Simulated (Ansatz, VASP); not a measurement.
One calculation of Re, two programs

The input INCAR:

```
SYSTEM = Re
PREC = Accurate
ENCUT = 520
EDIFF = 1E-7
ISMEAR = 0
SIGMA = 0.15
LREAL = .False.
LASPH = .True.
NELM = 80
ALGO = Fast
ISIF = 2
LWAVE = .False.
LCHARG = .False.
GGA = PE
NBANDS = 10
```

KPOINTS

```
regular mesh
0
Gamma
  20 20 20
  0 0 0
```

POSCAR

```
Re
1.0
    0.0000000000      1.9750000000      1.8762500000
    1.9750000000      0.0000000000      1.8762500000
    1.9750000000      1.9750000000      0.0000000000
Re
1
Direct
    0.0000000000      0.0000000000      0.0000000000
```

Input for Ansatz:

```yaml
crystal:
  lattice:
    - [0.0, 1.975, 1.87625]
    - [1.975, 0.0, 1.87625]
    - [1.975, 1.975, 0.0]
  atoms:
    - { symbol: Re, position: [0.0, 0.0, 0.0] }
basis:
  ecutwfc: 420
kpoints:
  mp_grid: { grid: [20, 20, 20] }
hamiltonian:
  xc: pbe
scf:
  occupations: { method: gaussian, width: 0.15 }
output:
  forces: true
  stress: true
  eigenvalues: true
```

Change from the starting cell: strain +0.000 along x and y, -0.050 along z, atoms carried along.

Alike in both runs: task single point; functional PBE; k mesh 20 × 20 × 20; occupations gaussian, width 0.15 eV; no spin polarisation.

|  | VASP | Ansatz |
| --- | --- | --- |
| version | VASP 6.6.1 | Ansatz 0.2.0 |
| potentials or method | VASP PAW PBE potentials, release 64 (Re) | scalar-relativistic, plane waves, PAW |
| plane-wave cutoff (eV) | 520 | 420 |
| valence electrons in the cell | 7 | 15 |

Ansatz gave:

| Quantity | Value |
| --- | --- |
| gap on the k mesh at the Fermi level (eV) | none |
| pressure (GPa) | 9.8 |
| largest component of the traceless stress (GPa) | 9.35 |

Task: Which values does VASP return?

Result: gap on the k mesh at the Fermi level (eV): none; pressure (GPa): 9.4; largest component of the traceless stress (GPa): 9.29.

A gap of «none» marks a metal or a gap that the smearing closes. The functional is the same, so the differences come from potentials, cutoffs and numerics. The two sets of potentials don't hold the same shells in valence.

Spin-orbit coupling is left out, which matters for the levels of Re.
